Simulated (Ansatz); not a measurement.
Relaxed InN (zinc blende):

```xyz
2
Lattice="0.0000 2.5245 2.5245 2.5245 0.0000 2.5245 2.5245 2.5245 0.0000" Properties=species:S:1:pos:R:3 pbc="T T T"
N      3.7867     3.7867     3.7867
In     0.0000     0.0000     0.0000
```

Scan: atom 2 (In, nearest neighbour N at 2.186 Å; its periodic images, 3.6 Å or more away, move with it) is displaced along Cartesian x, direction (1.000, 0.000, 0.000) in Cartesian axes, by s. The other atoms stay.

All values below come from PBE (plane waves to 420 eV, PAW, scalar-relativistic; Ansatz, an electronic-structure program). k mesh 9×9×9 (Γ-centred), Fermi-Dirac smearing 0.05 eV. Energies are smeared free energies. Compression counts positive. With partly filled bands, energies and forces of such displacements shift with the k mesh and the smearing. F∥ is the force on the atom along that direction. At this level the bands of InN touch or barely overlap; measurements give the solid a gap. InN was relaxed with its symmetry unable to fall. The zero of ΔE is the undisplaced structure.

```
s (Å)   P (GPa)  ΔE (meV/cell)  F∥ (eV/Å)
------  -------  -------------  ---------
-0.220      2.6              …      1.784
-0.176      1.7              …      1.458
-0.132      0.9             74      1.112
-0.088      0.4              …      0.750
-0.044      0.1              8      0.377
0.000       0.0              0      0.000
0.044       0.1              8     -0.377
0.088       0.4              …     -0.750
0.132       0.9             74     -1.112
0.176       1.7              …     -1.458
0.220       2.6              …     -1.784
```

Question: Some entries are withheld; supply them.

Answer: 
- -0.220, ΔE (meV/cell): 202
- -0.176, ΔE (meV/cell): 131
- -0.088, ΔE (meV/cell): 33
- 0.088, ΔE (meV/cell): 33
- 0.176, ΔE (meV/cell): 131
- 0.220, ΔE (meV/cell): 202

(For displaced atoms, the force is minus the slope of the energy, and its curvature is a force constant, which sets phonon frequencies.)
